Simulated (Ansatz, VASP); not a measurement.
Ni in VASP and in Ansatz

```
Ni
1.0
    -1.38372    1.38372    1.38372
     1.38372   -1.38372    1.38372
     1.38372    1.38372   -1.38372
Ni
1
Direct
  0.00000 0.00000 0.00000
```

This isn't the form of Ni at room conditions, which is fcc.

Alike in both runs: task single point; functional PBEsol; k mesh 13 × 13 × 13; occupations fermi-dirac, width 0.05 eV; collinear spin, ferromagnetic start.

|  | VASP | Ansatz |
| --- | --- | --- |
| version | VASP 6.6.1 | Ansatz 0.2.0 |
| potentials or method | VASP PAW PBE potentials, release 64 (Ni) | Ansatz PAW |
| plane-wave cutoff (eV) | 520 | 420 |
| valence electrons in the cell | 10 | 18 |

|  | VASP | Ansatz | Ansatz less VASP |
| --- | --- | --- | --- |
| gap on the k mesh at the Fermi level (eV) | none | none | - |
| pressure (GPa) | -2.5 | -2.4 | +0.03 |
| net moment per atom (μB) | 0.58 | 0.59 | +0.011 |
| size of the moment on the site where the two differ most (μB) | 0.58 | 0.62 | +0.033 |

Site moments also hang on the region over which each program counts them. A gap of «none» marks a metal or a gap that the smearing closes. The functional is the same, so the differences come from potentials, cutoffs and numerics. The two sets of potentials don't hold the same shells in valence.

Caveats: the PAW data sets were made with another functional, which shifts forces and pressure a little (VASP); the PAW data sets come from PBE, with cores solved anew for the run's functional, which leaves a small shift of forces and pressure (Ansatz).
